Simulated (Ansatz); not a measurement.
A (001) slab of Ti (P6_3/mmc (No. 194)), 7 planes, outer planes Ti (top) and Ti (bottom), with 7 atoms (Ti7) in a surface cell of A = 7.285 Å², as cut from the bulk:

```
CELL_PARAMETERS angstrom
2.90044 0.00000 0.00000
-1.45022 2.51185 0.00000
0.00000 0.00000 28.77297
ATOMIC_POSITIONS crystal
Ti 0.66667 0.33333 0.26066
Ti 0.33333 0.66667 0.34044
Ti 0.66667 0.33333 0.42022
Ti 0.33333 0.66667 0.50000
Ti 0.66667 0.33333 0.57978
Ti 0.33333 0.66667 0.65956
Ti 0.66667 0.33333 0.73934
```

All numbers below come from DFT PBEsol, scalar-relativistic, plane waves, PAW (Ansatz). Plane waves to 420 eV, a k mesh through Γ of 12×12×1 on the computed 7-atom cell and Gaussian smearing (0.10 eV); no spin polarisation. The cell repeats along c with a dipole correction in the vacuum.

Against the same 7 atoms in the bulk, the slab as cut lies 2.080 eV higher and the relaxed slab 1.967 eV higher.

(1) Work out the surface energy before and after relaxation.

(2) What is the ideal work of this cut, per area?

## Answers

(1) The slab has two faces, so γ = (E_slab − N·E_bulk)/(2A), the mean of both. As cut: 2.080/(2 × 7.285) = 0.1428 eV/Å², and 1 eV/Å² = 16.02 J/m², so γ = 2.29 J/m². Relaxed: 1.967/(2 × 7.285) = 0.1350 eV/Å² = 2.16 J/m². Relaxation recovers 5 % of the cost of cutting.

(2) Griffith's ideal work is 2γ: 4.57 J/m² if the new faces stay rigid, 4.33 J/m² if they relax. One thickness was run, 7 planes, so γ can still shift with it.